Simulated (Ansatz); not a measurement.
In doubt: masses and optical values from hybrid runs of this build are listed as unsure, which bears on the screening that GW takes from such a start.

Rows from a G0W0 calculation on AsP (honeycomb bilayer) (Ansatz 0.2.0; G0W0 on HSE06, plane waves, PAW; 3×3×1 mesh, 296 empty bands, screening to 52 eV), in eV. Spin-orbit coupling is left out.

```
row      Σx     Σc     Vxc     Z
  A  -14.72   1.36  -13.62  0.74
  B   -8.64  -3.45  -12.25  0.76
  C   -7.48  -3.92  -11.54  0.75
  D  -10.26  -3.60  -14.16  0.74
  E   -9.38  -3.56  -13.30  0.75
  F  -14.06   0.32  -14.05  0.76
```

Q: Which rows are filled states and which are empty ones, and how can one tell?

Filled: A and F. Empty: B, C, D and E. The sign of Σc tells: for a filled state bare exchange, which holds its interaction with itself, lies below Vxc (Σx − Vxc is 0.0 eV or lower here) and screening gives part back as a positive Σc. For an empty state Σx lies above Vxc (+3.6 eV or more) and the Coulomb hole leaves Σc negative.

[Paths, hosts, dates, memory and timing lines, banners, echoed tables and standing remarks are left out of the program output.]

[Logs are printed without paths, hosts, clocks, repeated set-up lines and the standing remarks that a program may print on its own settings, such as how far it seeks lower states.]

[Runs of the session that timed out or met a known fault of the program may be left out.]

[Cells called generated may have been cut or substituted from an entry of the Crystallography Open Database or the Materials Project.]

[Hosts, paths, dates, database ids (printed as entryN), source tags and the programs' standing remarks are cut or masked in the printed files.]
